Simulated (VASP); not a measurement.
VASP inputs for Si (strained diamond)

INCAR

```
NSW = 0
PREC = Accurate
ALGO = Normal
EDIFF = 1E-7
LREAL = .FALSE.
ISMEAR = -1
NBANDS = 11
LCHARG = .FALSE.
LWAVE = .FALSE.
ENCUT = 520
LASPH = .TRUE.
ISIF = 2
NELM = 120
METAGGA = R2SCAN
IBRION = -1
SIGMA = 0.02
```

KPOINTS

```
KPOINTS created by Atomic Simulation Environment
0
Gamma
8 8 8
0 0 0
```

KPOINTS_OPT

```
special points
7
Reciprocal
0.0000000000 0.0000000000 0.0000000000 1
0.5000000000 0.0000000000 0.5000000000 1
0.6250000000 0.2500000000 0.6250000000 1
0.3750000000 0.3750000000 0.7500000000 1
0.5000000000 0.5000000000 0.5000000000 1
0.5000000000 0.2500000000 0.7500000000 1
0.4088540000 0.4088540000 0.0000000000 1
```

POSCAR

```
Si
 1.0000000000000000
     0.0000000000000000    2.8310036514000001    2.6414737678000000
     2.8310036514000001    0.0000000000000000    2.6414737678000000
     2.8310036514000001    2.8310036514000001    0.0000000000000000
 Si
   2
Cartesian
  0.0000000000000000  0.0000000000000000  0.0000000000000000
  1.4155018257000000  1.4155018257000000  1.3207368839000000
```

VASP ran with the recommended PBE PAW datasets (8 valence electrons in the cell).

Question: What does this run give?

Answer: gap between bands v and c 0.12 eV; least direct gap 2.24 eV; pressure -4.6 GPa.

Band v is the last that the valence electrons fill when counted band by band, and c is the next. Levels in eV from the top of v:

```csv
point,v−1,v,c,c+1
Γ,-0.47,0.00,2.24,2.53
X,-2.99,-2.99,0.91,0.91
K,-4.50,-3.10,0.80,3.50
L,-1.85,-1.23,1.21,3.05
W,-4.07,-4.07,3.86,3.86
```
